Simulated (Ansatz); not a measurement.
GeSi (wurtzite) was put through Ansatz (plane waves). The cell was relaxed with r2SCAN and then strained, so it isn't that functional's minimum.

The cell given to it:
```cif
data_structure
_symmetry_space_group_name_H-M 'P 1'
_symmetry_Int_Tables_number 1
_cell_length_a 3.9064
_cell_length_b 3.9064
_cell_length_c 6.4478
_cell_angle_alpha 90.000
_cell_angle_beta 90.000
_cell_angle_gamma 120.000
_cell_volume 85.21
loop_
_atom_site_label
_atom_site_type_symbol
_atom_site_fract_x
_atom_site_fract_y
_atom_site_fract_z
_atom_site_occupancy
Ge1 Ge 0.33333 0.66667 0.00040 1
Ge2 Ge 0.66667 0.33333 0.50040 1
Si1 Si 0.33333 0.66667 0.37460 1
Si2 Si 0.66667 0.33333 0.87460 1
```

The output, standing remarks left out:
```
scf.n_extra_bands = 5 over 18 filled bands (N_el = 36.0): the run solves 23 bands
Functional definition: HSE06
Crystal: 4 atoms, lattice volume = 85.213 Å³
Basis set: ecut = 420 eV, 1689 PW (Γ)
Symmetry: 12 space group operations
Space group: P63mc (ITA 186)
k-points: 21 of 144 (time reversal used)
[warm-up without exact exchange]
SCF 1 stopped early in 3 iterations: F = -9861.380548 eV  dr2 = 1.38e-5
[exact exchange on]
Exchange kernel: α = 0.2500, screened, ω = 0.2079 Å⁻¹, Wigner–Seitz truncation, v(0) = 1046.7008 eV·Å³, q-mesh 6×6×4
preconditioner: auto → none  [insulator: Δε(μ)=0.934 eV  ℏωp=16.1 eV]
SCF 2 stopped early in 7 iterations: F = -9864.146412 eV  dr2 = 4.29e-7
hybrid outer 1: dexx = +1.358e-2 eV, tail = 5.17e-5 eV
SCF 3 converged in 5 iterations: F = -9864.146810 eV  dr2 = 3.00e-10
hybrid outer 2: dexx = +9.803e-7 eV, tail = 1.98e-8 eV, Δε = 3.01e-3 eV, ΔF = 6.67e-4 eV/Å
Free energy (F): -9864.146808 eV
Fermi energy:    7.385834 eV
--- Forces (eV/Å), atoms counted from 1 ---
  atom   1  Ge      0.00000      0.00000    -0.00679
  atom   2  Ge      0.00000      0.00000    -0.00679
  atom   3  Si      0.00000      0.00000      0.00680
  atom   4  Si      0.00000      0.00000      0.00680
--- Stress (GPa, compression-positive) ---
        0.315149       0.000000       0.000000
        0.000000       0.315149       0.000000
        0.000000       0.000000       0.194453
  P = ⅓ Tr σ = 0.2749 GPa (2.749 kbar)
--- Band table (eV; the first three rows and the last of 21) ---
  k-point 0: bands = […, -0.8177, 5.6623, 5.6623, 7.0674, 7.3858, 7.3858, 8.4724, 9.7382, 10.1155, 10.1155, …]
  k-point 1: bands = […, 0.2542, 5.1146, 5.8419, 5.8419, 7.0103, 7.0103, 8.6910, 10.2336, 10.4737, 10.4737, …]
  k-point 2: bands = […, 2.4774, 2.4774, 6.3439, 6.3439, 6.3439, 6.3439, 9.3250, 9.3250, 11.2264, 11.2264, …]
  k-point 20: bands = […, -1.1615, -1.1615, 2.5068, 2.5068, 5.1166, 5.1166, 9.4259, 9.4259, 11.8948, 11.8948, …]
```

Levels at the listed points, from bands.tsv (eV from the Fermi energy, bands near the gap, counted from 0):
```tsv
# k_distance	band_13	band_14	band_15	band_16	band_17	band_18	band_19	band_20	band_21
# fermi_ev = 7.385834
# [0, 0, 0] at k_distance = 0.000000
# [0.5, 0, 0] at k_distance = 0.928621
# [0.3333333333, 0.3333333333, 0] at k_distance = 1.464760
# [0, 0, 0.5] at k_distance = 2.642546
# [0.5, 0, 0.5] at k_distance = 3.571167
# [0.3333333333, 0.3333333333, 0.5] at k_distance = 4.107306
# levels_relative_to = fermi_ev
0.000	-1.723	-1.723	-0.318	0.000	0.000	1.087	2.352	2.730	2.730
0.929	-6.998	-5.155	-3.455	-3.195	-1.661	0.972	2.732	3.907	4.085
1.465	-7.768	-5.661	-3.926	-3.926	-3.661	1.608	5.808	5.808	6.533
2.643	-4.908	-1.042	-1.042	-1.042	-1.042	1.939	1.939	3.841	3.841
3.571	-8.340	-2.782	-2.782	-2.732	-2.732	1.270	1.270	2.454	2.454
4.107	-8.547	-4.879	-4.879	-2.269	-2.269	2.040	2.040	4.509	4.509
```
In order the rows are Γ, M, K, A, L, H.

Task: Write the input file that gave this output.

Result:
```yaml
crystal:
  # lattice and atoms as above
kpoints:
  mp_grid: { grid: [6, 6, 4] }
  band_path:
    path:
      - [0.0, 0.0, 0.0]
      - [0.5, 0.0, 0.0]
      - [0.3333333333, 0.3333333333, 0.0]
      - [0.0, 0.0, 0.5]
      - [0.5, 0.0, 0.5]
      - [0.3333333333, 0.3333333333, 0.5]
    npoints: 1
hamiltonian:
  xc: hse06
scf:
  occupations: { method: fixed }
  n_extra_bands: 5
output:
  forces: true
  stress: true
  eigenvalues: true
```
The exchange loop shows exact exchange. A single point prints forces and stress when the output block asks for them. Keys that aren't typed take their defaults; thresholds and the kind of smearing can't be read off these lines.

Note: simulated data, non-magnetic, for a generated structure that need not be the stable one.

Spin-orbit coupling is left out.

The program warns that its thresholds are loose for a hybrid's stress.

The meshes of the hybrids are coarse, so their gaps aren't converged to the digits shown.
